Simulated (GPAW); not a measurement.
# GaAs (F-43m) in GPAW: a series of runs

Aim: see how the results for GaAs move with the level of theory and the settings. Levels: SOGGA, LDA, AM05, PBE+D4, r2SCAN. Tasks: equation of state, band structure, Born charges.

Program: GPAW 26.7.0. These are calculated values, not measurements. Logs are shortened: lines on timing, memory, paths and dates and some standing lists are left out, and cuts for length are marked. The log counts tension as positive stress, the text compression.

**The experiment to reproduce.**

“Evidence of valence band perturbations in GaAsN/GaAs(001): A combined variable-angle spectroscopic ellipsometry and modulated photoreflectance investigation”, 2008, arxiv:0805.2212 reports, for a bulk crystal of GaAs at 300 K: band gap 1.418 ± 0.005 eV (direct).

The runs below are set against these values where they give the same quantity.

## Step 1: The structure

Symmetry: F-43m, No. 216, cubic system. The conventional cell has a = 5.654 Å, b = 5.654 Å, c = 5.654 Å, α = 90.00°, β = 90.00°, γ = 90.00°. As (site symmetry -43m) has 4 Ga at 2.45 Å as nearest neighbours. Ga (site symmetry -43m) has 4 As at 2.45 Å as nearest neighbours.

## Step 2: Equation of state, SOGGA

run.py

```python
from ase.eos import EquationOfState
from ase.io import Trajectory, read
from ase.units import GPa
from gpaw import GPAW, PW, setup_paths

setup_paths.insert(0, '.')

atoms = read('GaAs.xyz')

traj = Trajectory('eos.traj', 'w')
volumes, energies = [], []
for x in [0.94, 0.96, 0.98, 1.0, 1.02, 1.04, 1.06]:
    a = atoms.copy()
    a.set_cell(atoms.cell * x**(1 / 3), scale_atoms=True)
    calc = GPAW(mode=PW(600),
                xc='GGA_X_SOGGA+GGA_C_PBE_SOL',
                kpts={'size': (8, 8, 8), 'gamma': True},
                occupations={'name': 'fermi-dirac', 'width': 0.05},
                nbands=11,
                convergence={'density': 1e-05, 'energy': 1e-05},
                maxiter=150,
                txt=f'eos-{x:.2f}.txt')
    a.calc = calc
    energies.append(a.get_potential_energy(force_consistent=True))
    volumes.append(a.get_volume())
    p = -a.get_stress()[:3].mean() / GPa
    calc.write(f'eos-{x:.2f}.gpw')
    traj.write(a)
    print(f'{x:.2f} {volumes[-1]:10.4f} A^3 {energies[-1]:14.6f} eV {p:9.3f} GPa', flush=True)

v0, e0, B = EquationOfState(volumes, energies, eos='birchmurnaghan').fit()
print(f'V0 = {v0:.4f} A^3, E0 = {e0:.6f} eV, B0 = {B / GPa:.2f} GPa')
```

GaAs.xyz

```xyz
2
Lattice="0.0000000000 2.8268500000 2.8268500000 2.8268500000 0.0000000000 2.8268500000 2.8268500000 2.8268500000 0.0000000000" Properties=species:S:1:pos:R:3 pbc="T T T"
As     4.2402750000      4.2402750000      4.2402750000
Ga     0.0000000000      0.0000000000      0.0000000000
```

Potentials or basis: PAW data sets generated in the run's folder for this functional, pw.

Command:

```sh
gpaw-setup -f GGA_X_SOGGA+GGA_C_PBE_SOL As Ga
OMP_NUM_THREADS=1 python run.py
```

What it wrote:

```text
__  _  _
 | _ |_)|_||  |
 |__||  | ||/\| - 26.7.0

Input parameters:
  mode=PW(ecut=600.0),
  convergence={'density': 1e-05, 'energy': 1e-05},
  kpts=MonkhorstPack(size=(8, 8, 8), gamma=True),
  maxiter=150,
  nbands=11,
  occupations=Occupations(name='fermi-dirac', width=0.05),
  xc=XC(name='GGA_X_SOGGA+GGA_C_PBE_SOL')

Diagonalizing LCAO Hamiltonian
Converting LCAO to pw mode

                    As

       Ga

Atoms  # Å, Bohr magnetons
|   | symbol |        x |        y |        z |    initial magnetic moments |
|---|--------|----------|----------|----------|-----------------------------|
| 0 |     As | 4.153714 | 4.153714 | 4.153714 | ( 0.0000,  0.0000,  0.0000) |
| 1 |     Ga | 0.000000 | 0.000000 | 0.000000 | ( 0.0000,  0.0000,  0.0000) |

Unit cell  # Å
| periodic |        x |        y |        z |  lengths |    angles |
|----------|----------|----------|----------|----------|-----------|
|      yes | 0.000000 | 2.769143 | 2.769143 | 3.916160 | 60.000000 |
|      yes | 2.769143 | 0.000000 | 2.769143 | 3.916160 | 60.000000 |
|      yes | 2.769143 | 2.769143 | 0.000000 | 3.916160 | 60.000000 |

Number of symmetries: 24
Symmetry operations  # r_c * U_cc + t_c -> r_c
|    | kind |            matrix            |
|----|------|------------------------------|
|  0 |  E   |  1, 0, 0,  0, 1, 0,  0, 0, 1 |
|  1 |  σ   |  1, 0, 0,  0, 0, 1,  0, 1, 0 |
|  2 |  σ   |  1, 0,-1,  0, 1,-1,  0, 0,-1 |
|  3 |  C3  |  1, 0,-1,  0, 0,-1,  0, 1,-1 |
|  4 |  C3  |  1,-1, 0,  0,-1, 1,  0,-1, 0 |
|  5 |  σ   |  1,-1, 0,  0,-1, 0,  0,-1, 1 |
|  6 |  σ   |  0, 1, 0,  1, 0, 0,  0, 0, 1 |
|  7 |  C3  |  0, 1, 0,  0, 0, 1,  1, 0, 0 |
|  8 |  C2  |  0, 1,-1,  1, 0,-1,  0, 0,-1 |
|  9 |  S4  |  0, 1,-1,  0, 0,-1,  1, 0,-1 |
| 10 |  C3  |  0, 0, 1,  1, 0, 0,  0, 1, 0 |
| 11 |  σ   |  0, 0, 1,  0, 1, 0,  1, 0, 0 |
| 12 |  S4  |  0, 0,-1,  1, 0,-1,  0, 1,-1 |
| 13 |  C3  |  0, 0,-1,  0, 1,-1,  1, 0,-1 |
| 14 |  S4  |  0,-1, 1,  1,-1, 0,  0,-1, 0 |
| 15 |  C2  |  0,-1, 1,  0,-1, 0,  1,-1, 0 |
| 16 |  C3  |  0,-1, 0,  1,-1, 0,  0,-1, 1 |
| 17 |  S4  |  0,-1, 0,  0,-1, 1,  1,-1, 0 |
| 18 |  S4  | -1, 1, 0, -1, 0, 1, -1, 0, 0 |
| 19 |  C3  | -1, 1, 0, -1, 0, 0, -1, 0, 1 |
| 20 |  C3  | -1, 0, 1, -1, 1, 0, -1, 0, 0 |
| 21 |  S4  | -1, 0, 1, -1, 0, 0, -1, 1, 0 |
| 22 |  σ   | -1, 0, 0, -1, 1, 0, -1, 0, 1 |
| 23 |  C2  | -1, 0, 0, -1, 0, 1, -1, 1, 0 |

BZ-sampling:
  Number of BZ points: 512
  Number of IBZ points: 29

  Monkhorst-Pack size: [8, 8, 8]
  Monkhorst-Pack shift: [0.0625, 0.0625, 0.0625]

K-points  # in reciprocal-cell coordinates
|     |                                coordinates |     weight |
|-----|--------------------------------------------|------------|
|   0 | (  0.00000000,   0.00000000,   0.00000000) | 0.00195312 |
|   1 | (  0.12500000,   0.12500000,   0.00000000) | 0.01171875 |
|   2 | (  0.12500000,   0.12500000,   0.12500000) | 0.01562500 |
|   3 | (  0.25000000,   0.12500000,   0.12500000) | 0.02343750 |
|   4 | (  0.25000000,   0.25000000,   0.00000000) | 0.01171875 |
|   5 | (  0.25000000,   0.25000000,   0.12500000) | 0.04687500 |
|   6 | (  0.25000000,   0.25000000,   0.25000000) | 0.01562500 |
|   7 | (  0.37500000,   0.25000000,  -0.37500000) | 0.04687500 |
|   8 | (  0.37500000,   0.25000000,   0.12500000) | 0.04687500 |
|   9 | (  0.37500000,   0.25000000,   0.25000000) | 0.04687500 |
| ... |                                            |            |
|  28 | (  0.50000000,   0.50000000,   0.50000000) | 0.00781250 |

Plane wave coefficients: 1428
Cutoff: 600.0 eV

Spin-components: 1 (collinear spins)
Bands:           11
Projectors:      10
Spin-degeneracy: 2
Datatype:        complex128

Parallelization:
  kpt:    1
  domain: 1
  band:   1

Density:
  Valence electrons: 8.0
  Components: 1
  Grid points: [24 24 24]
  Charge: 0.0  # |e|

Potential:
  Grid points: [24 24 24]

species:
  As:
    name:    Arsenic
    Z:       33.0
    valence: 5
    core:    28
    charge:  0.0  # [|e|]
    compensation charges:
      type: gauss
      rc: 0.33  # [Å]
      lmax: 2
    cutoffs:
      filter: 1.87  # [Å]
      core: 2.96  # [Å]
    projectors
    | kind |    occ | energy [eV] | rcut [Å] |
    |------|--------|-------------|----------|
    |   4s |  2.000 |     -14.508 |    1.058 |
    |   4p |  3.000 |      -5.207 |    1.058 |
    |    s |        |      12.704 |    1.058 |
    |    p |        |      22.004 |    1.058 |
    |    d |        |       0.000 |    1.058 |

    Using partial waves for As as LCAO basis

  Ga:
    name:    Gallium
    Z:       31.0
    valence: 3
    core:    28
    charge:  0.0  # [|e|]
    compensation charges:
      type: gauss
      rc: 0.37  # [Å]
      lmax: 2
    cutoffs:
      filter: 2.06  # [Å]
      core: 4.17  # [Å]
    projectors
    | kind |    occ | energy [eV] | rcut [Å] |
    |------|--------|-------------|----------|
    |   4s |  2.000 |      -8.972 |    1.164 |
    |   4p |  1.000 |      -2.585 |    1.164 |
    |    s |        |      18.240 |    1.164 |
    |    p |        |      24.626 |    1.164 |
    |    d |        |       0.000 |    1.164 |

    Using partial waves for Ga as LCAO basis

Reference energy: -114303.099676  # eV

eigensolver:
  PPCG
  Converge bands: occupied
  niter=2

density mixing:
  MSR1-Mixer
  Pratt-step length: 0.05
  Maximum mixing coefficient: 0.75
  Old densities: 10
  SVD Regularization: 0.005
  Good broyden scale: 1.0
  Trust region scale: 1.0
  Backstep threshold: 4.0
  History deletion threshold: 6.0
  Fourier metric: weight=20.0, sigma=0.015

occupation numbers:
  Fermi-Dirac:
    width: 0.0500  # eV

poisson solver:
  ecut: 4800.0  # eV

xc functional:
  name: GGA_X_SOGGA+GGA_C_PBE_SOL with 2 nearest neighbor stencil

convergence criteria:
- Maximum integral of absolute [dens]ity change: 1e-05 electrons / valence electron
- Maximum [total energy] change in last 3 cyles: 1e-05 eV / valence electron
- Maximum integral of absolute [eigenst]ate change: 4e-08 eV^2 / valence electron
maximum number of iterations: 150

SCF iterations
|iter     | |      energy | eigst |  dens |
|---------|-|-------------|-------|-------|
|iter:   1| |   -9.185548 | -0.63 |       |
|iter:   2| |   -9.166590 | -3.05 | -0.90 |
|iter:   3| |   -9.073416 | -2.21 | -0.93 |
|iter:   4| |   -9.073675 | -3.59 | -1.55 |
|iter:   5| |   -9.073833 | -4.75 | -2.08 |
|iter:   6| |   -9.073842 | -6.03 | -2.83 |
|iter:   7| |   -9.073843c| -7.48c| -3.59 |
|iter:   8| |   -9.073843c| -7.54c| -4.09 |
|iter:   9| |   -9.073843c| -8.65c| -5.52c|

Converged in 9 steps
Energy contributions relative to reference atoms: (reference = -114303.099676)

Energy contributions:
  Kinetic:          34.569151
  Coulomb:         -30.284677
  Zero:              0.014916
  External:          0.000000
  Xc:              -13.373232
  Entropy:          -0.000000
  Spinorbit:         0.000000
  ----------------------------
  Free energy:      -9.073843
  Extrapolated:     -9.073843

dipole moment: (-10.587279, -10.587279, -10.587279)  # |e|*Ang

Fermi level: 5.964
Eigenvalues  # (at kpt = [0.000, 0.000, 0.000])
| band index |      eig [eV] | occ [0-2] |
|------------|---------------|-----------|
|          0 |        -7.740 |     2.000 |
|          1 |         5.447 |     2.000 |
|          2 |         5.447 |     2.000 |
|          3 |         5.447 |     2.000 |
|          4 |         6.435 |     0.000 |
|          5 |         9.200 |     0.000 |
|          6 |         9.200 |     0.000 |
|          7 |         9.200 |     0.000 |
|          8 |        13.114 |     0.000 |
|          9 |        15.676 |     0.000 |
|         10 |        15.676 |     0.000 |

Gap: 0.987 eV
Transition (v -> c):
  (s=0, k=0, n=3, [0.00, 0.00, 0.00]) -> (s=0, k=0, n=4, [0.00, 0.00, 0.00])
No difference between direct/indirect transitions

Stress tensor  # eV/Ang^3
|         x |         y |         z |
|-----------|-----------|-----------|
| -0.041578 |  0.000000 | -0.000000 |
|  0.000000 | -0.041578 |  0.000000 |
| -0.000000 |  0.000000 | -0.041578 |

# Writing to eos-0.94.gpw (mode='')
```

It took 44 s on 1 thread of Intel Xeon Platinum 8559C (Emerald Rapids), shared host; peak memory 0.23 GiB.

Results:

```
Equilibrium volume                      : 22.95 Å³/atom
Bulk modulus                            : 71 GPa
Pressure derivative of the bulk modulus : 4.9
```

Energy against volume, from the lowest point:
| volume (Å³/atom) | energy (meV/atom) |
| --- | --- |
| 21.234 | 33.11 |
| 21.686 | 17.23 |
| 22.138 | 6.80 |
| 22.590 | 1.23 |
| 23.041 | 0.00 |
| 23.493 | 2.64 |
| 23.945 | 8.68 |

Zero-point motion and thermal expansion aren't in these numbers.

## Step 3: Band structure, LDA, non-collinear spin, zero start, spin-orbit coupling

run.py

```python
from ase.dft.bandgap import bandgap
from ase.io import read, write
from gpaw import GPAW, PW

atoms = read('GaAs.xyz')

calc = GPAW(mode=PW(600),
            xc='LDA',
            kpts={'size': (4, 4, 4), 'gamma': True},
            occupations={'name': 'fermi-dirac', 'width': 0.05},
            magmoms=[[0.0, 0.0, 0.0], [0.0, 0.0, 0.0]],
            soc=True,
            symmetry='off',
            nbands=18,
            convergence={'density': 1e-05, 'energy': 1e-05},
            maxiter=150,
            txt='gpaw.txt')
atoms.calc = calc
energy = atoms.get_potential_energy()
forces = atoms.get_forces()
calc.write('gs.gpw')
write('result.traj', atoms)
print(f'Energy: {energy:.6f} eV')
print('Forces (eV/A):')
print(forces.round(4))
print('Moments:')
print(calc.get_non_collinear_magnetic_moments().round(3))
print('Fermi level:', round(calc.get_fermi_level(), 4), 'eV')
print(f'Gap: {bandgap(calc)[0]:.4f} eV, direct: {bandgap(calc, direct=True)[0]:.4f} eV')

path = atoms.cell.bandpath('GXWKGLUWLK,UX', npoints=80, eps=1e-4)
bs_calc = calc.fixed_density(kpts=path, symmetry='off', nbands=38,
                             convergence={'bands': 'CBM+6.0', 'eigenstates': 1e-6}, txt='bands.txt')
bs = bs_calc.band_structure()
bs.write('bs.json')
print(f'Gap on the path: {bandgap(bs_calc)[0]:.4f} eV')
```

GaAs.xyz is that of step 2.

Potentials or basis: the program's PAW data sets (release 1.2.1) made for this functional, pw.

Command:

```sh
OMP_NUM_THREADS=1 python run.py
```

Wall time 5.5 min (1 thread of Intel Xeon Platinum 8559C (Emerald Rapids), shared host); peak memory 0.64 GiB.

It converged, with:

* Free energy: -9.4422 eV
* Band gap on the k mesh: 0.22 eV, direct
* Band gap along the path: 0.22 eV, direct
* Net moment: 0.00 μB per cell

Levels at the corners of the path, in eV from the valence-band top:
| point | band 6 | band 7 | band 8 | band 9 | band 10 | band 11 |
| --- | --- | --- | --- | --- | --- | --- |
| Γ | 0.00 | 0.00 | 0.00 | 0.22 | 0.22 | 3.43 |
| X | -2.86 | -2.77 | -2.77 | 1.19 | 1.19 | 1.42 |
| W | -3.65 | -3.52 | -3.47 | 4.32 | 4.51 | 4.54 |
| K | -4.00 | -2.39 | -2.39 | 1.71 | 1.72 | 4.40 |
| Γ | 0.00 | 0.00 | 0.00 | 0.22 | 0.22 | 3.43 |
| L | -1.38 | -1.16 | -1.16 | 0.74 | 0.74 | 4.42 |
| U | -4.00 | -2.39 | -2.39 | 1.71 | 1.72 | 4.40 |
| W | -3.65 | -3.52 | -3.47 | 4.32 | 4.51 | 4.54 |
| L | -1.38 | -1.16 | -1.16 | 0.74 | 0.74 | 4.42 |
| K | -4.00 | -2.39 | -2.39 | 1.71 | 1.72 | 4.40 |
| U | -4.00 | -2.39 | -2.39 | 1.71 | 1.72 | 4.40 |
| X | -2.86 | -2.77 | -2.77 | 1.19 | 1.19 | 1.42 |

Moments on the atoms (μB; x, y, z):
```
As  0.00 0.00 0.00
Ga  0.00 0.00 0.00
```

Caveat: the k mesh is coarse (spacing up to 0.48 Å⁻¹), so the values aren't converged; this program's spin-orbit splittings come out too wide for heavy elements. LDA gaps usually lie below the measured ones, often by a third to a half.

## Step 4: Band structure, AM05, spin-orbit coupling, no magnetisation

run.py

```python
import numpy as np
import spglib
from ase import Atoms
from ase.dft.bandgap import bandgap
from ase.io import read, write
from ase.units import GPa
from gpaw import GPAW, PW, setup_paths
from gpaw.spinorbit import soc_eigenstates

setup_paths.insert(0, '.')

atoms = read('GaAs.cif')
cell, positions, numbers = spglib.find_primitive(
    (atoms.cell[:], atoms.get_scaled_positions(), atoms.numbers), symprec=1e-4)
atoms = Atoms(numbers, cell=cell, scaled_positions=positions, pbc=True)

calc = GPAW(mode=PW(600),
            xc='AM05',
            kpts={'size': (8, 8, 8), 'gamma': True},
            occupations={'name': 'fermi-dirac', 'width': 0.05},
            nbands=11,
            convergence={'density': 1e-05, 'energy': 1e-05},
            maxiter=150,
            txt='gpaw.txt')
atoms.calc = calc
energy = atoms.get_potential_energy()
forces = atoms.get_forces()
stress = atoms.get_stress()
calc.write('gs.gpw')
write('result.traj', atoms)
print(f'Energy: {energy:.6f} eV')
print('Forces (eV/A):')
print(forces.round(4))
print('Stress (GPa):', (stress / GPa).round(3))
print('Fermi level:', round(calc.get_fermi_level(), 4), 'eV')
print(f'Gap: {bandgap(calc)[0]:.4f} eV, direct: {bandgap(calc, direct=True)[0]:.4f} eV')

path = atoms.cell.bandpath('GXWKGLUWLK,UX', npoints=60, eps=1e-4)
bs_calc = calc.fixed_density(kpts=path, symmetry='off', nbands=21,
                             convergence={'bands': 'CBM+6.0', 'eigenstates': 1e-6}, txt='bands.txt')
bs = bs_calc.band_structure()
bs.write('bs.json')
print(f'Gap on the path: {bandgap(bs_calc)[0]:.4f} eV')

soc = soc_eigenstates(bs_calc, theta=0, phi=0)
np.savetxt('soc_bands.dat', soc.eigenvalues(), fmt='%.4f')
mesh = soc_eigenstates('gs.gpw', theta=0, phi=0)
np.savetxt('soc_mesh.dat', mesh.eigenvalues(), fmt='%.4f')
print('Fermi level with spin-orbit coupling:', round(mesh.fermi_level, 4), 'eV')
```

GaAs.cif

```cif
data_GaAs
_cell_length_a 5.65370000
_cell_length_b 5.65370000
_cell_length_c 5.65370000
_cell_angle_alpha 90.00000000
_cell_angle_beta 90.00000000
_cell_angle_gamma 90.00000000
_space_group_name_H-M_alt 'F-43m'
_space_group_name_Hall 'F -4 2 3'
_space_group_IT_number 216
loop_
_space_group_symop_operation_xyz
'x,y,z'
'y,-x,-z'
'-x,-y,z'
'-y,x,-z'
'x,-y,-z'
'y,x,z'
'-x,y,-z'
'-y,-x,z'
'z,x,y'
'-z,y,-x'
'z,-x,-y'
'-z,-y,x'
'-z,x,-y'
'z,y,x'
'-z,-x,y'
'z,-y,-x'
'y,z,x'
'-x,-z,y'
'-y,z,-x'
'x,-z,-y'
'-y,-z,x'
'x,z,y'
'y,-z,-x'
'-x,z,-y'
'x,y+1/2,z+1/2'
'y,-x+1/2,-z+1/2'
'-x,-y+1/2,z+1/2'
'-y,x+1/2,-z+1/2'
'x,-y+1/2,-z+1/2'
'y,x+1/2,z+1/2'
'-x,y+1/2,-z+1/2'
'-y,-x+1/2,z+1/2'
'z,x+1/2,y+1/2'
'-z,y+1/2,-x+1/2'
'z,-x+1/2,-y+1/2'
'-z,-y+1/2,x+1/2'
'-z,x+1/2,-y+1/2'
'z,y+1/2,x+1/2'
'-z,-x+1/2,y+1/2'
'z,-y+1/2,-x+1/2'
'y,z+1/2,x+1/2'
'-x,-z+1/2,y+1/2'
'-y,z+1/2,-x+1/2'
'x,-z+1/2,-y+1/2'
'-y,-z+1/2,x+1/2'
'x,z+1/2,y+1/2'
'y,-z+1/2,-x+1/2'
'-x,z+1/2,-y+1/2'
'x+1/2,y,z+1/2'
'y+1/2,-x,-z+1/2'
'-x+1/2,-y,z+1/2'
'-y+1/2,x,-z+1/2'
'x+1/2,-y,-z+1/2'
'y+1/2,x,z+1/2'
'-x+1/2,y,-z+1/2'
'-y+1/2,-x,z+1/2'
'z+1/2,x,y+1/2'
'-z+1/2,y,-x+1/2'
'z+1/2,-x,-y+1/2'
'-z+1/2,-y,x+1/2'
'-z+1/2,x,-y+1/2'
'z+1/2,y,x+1/2'
'-z+1/2,-x,y+1/2'
'z+1/2,-y,-x+1/2'
'y+1/2,z,x+1/2'
'-x+1/2,-z,y+1/2'
'-y+1/2,z,-x+1/2'
'x+1/2,-z,-y+1/2'
'-y+1/2,-z,x+1/2'
'x+1/2,z,y+1/2'
'y+1/2,-z,-x+1/2'
'-x+1/2,z,-y+1/2'
'x+1/2,y+1/2,z'
'y+1/2,-x+1/2,-z'
'-x+1/2,-y+1/2,z'
'-y+1/2,x+1/2,-z'
'x+1/2,-y+1/2,-z'
'y+1/2,x+1/2,z'
'-x+1/2,y+1/2,-z'
'-y+1/2,-x+1/2,z'
'z+1/2,x+1/2,y'
'-z+1/2,y+1/2,-x'
'z+1/2,-x+1/2,-y'
'-z+1/2,-y+1/2,x'
'-z+1/2,x+1/2,-y'
'z+1/2,y+1/2,x'
'-z+1/2,-x+1/2,y'
'z+1/2,-y+1/2,-x'
'y+1/2,z+1/2,x'
'-x+1/2,-z+1/2,y'
'-y+1/2,z+1/2,-x'
'x+1/2,-z+1/2,-y'
'-y+1/2,-z+1/2,x'
'x+1/2,z+1/2,y'
'y+1/2,-z+1/2,-x'
'-x+1/2,z+1/2,-y'
loop_
_atom_site_label
_atom_site_type_symbol
_atom_site_symmetry_multiplicity
_atom_site_Wyckoff_symbol
_atom_site_fract_x
_atom_site_fract_y
_atom_site_fract_z
_atom_site_occupancy
As1 As 4 c 0.2500000000 0.2500000000 0.2500000000 1
Ga1 Ga 4 a 0.0000000000 0.0000000000 0.0000000000 1
```

Potentials or basis: PAW data sets generated in the run's folder for this functional, pw.

Command:

```sh
gpaw-setup -f AM05 As Ga
OMP_NUM_THREADS=1 python run.py
```

Wall time 17 s (1 thread of Intel Xeon Platinum 8559C (Emerald Rapids), shared host); peak memory 0.24 GiB.

It converged, with:

```yaml
Free_energy: -8.5624 eV
Pressure: 1.6 GPa
Band_gap_on_the_k_mesh: 0.45 eV, direct
Band_gap_along_the_path: 0.45 eV, direct
```

Levels at the corners of the path, in eV from the valence-band top:
```tsv
point	band 4	band 5	band 6	band 7	band 8	band 9	band 10	band 11	band 12	band 13
Γ	-0.36	0.00	0.00	0.00	0.00	0.45	0.45	3.50	3.50	3.70
X	-6.91	-2.83	-2.83	-2.74	-2.74	1.35	1.35	1.55	1.55	10.03
W	-6.68	-3.74	-3.61	-3.47	-3.43	4.42	4.62	4.62	4.66	5.27
K	-6.69	-4.01	-3.95	-2.37	-2.37	1.85	1.85	4.51	4.58	7.84
Γ	-0.36	0.00	0.00	0.00	0.00	0.45	0.45	3.50	3.50	3.70
L	-6.73	-1.37	-1.37	-1.15	-1.15	0.91	0.91	4.49	4.49	4.58
U	-6.69	-4.01	-3.95	-2.37	-2.37	1.85	1.85	4.51	4.58	7.84
W	-6.68	-3.74	-3.61	-3.47	-3.43	4.42	4.62	4.62	4.66	5.27
L	-6.73	-1.37	-1.37	-1.15	-1.15	0.91	0.91	4.49	4.49	4.58
K	-6.69	-4.01	-3.95	-2.37	-2.37	1.85	1.85	4.51	4.58	7.84
U	-6.69	-4.01	-3.95	-2.37	-2.37	1.85	1.85	4.51	4.58	7.84
X	-6.91	-2.83	-2.83	-2.74	-2.74	1.35	1.35	1.55	1.55	10.03
```

Caveat: spin-orbit coupling was added after a scalar SCF, so levels and gaps hold it while energy, forces, pressure and moments don't; this program's spin-orbit splittings come out too wide for heavy elements.

(Continued in part 2 of 3.)
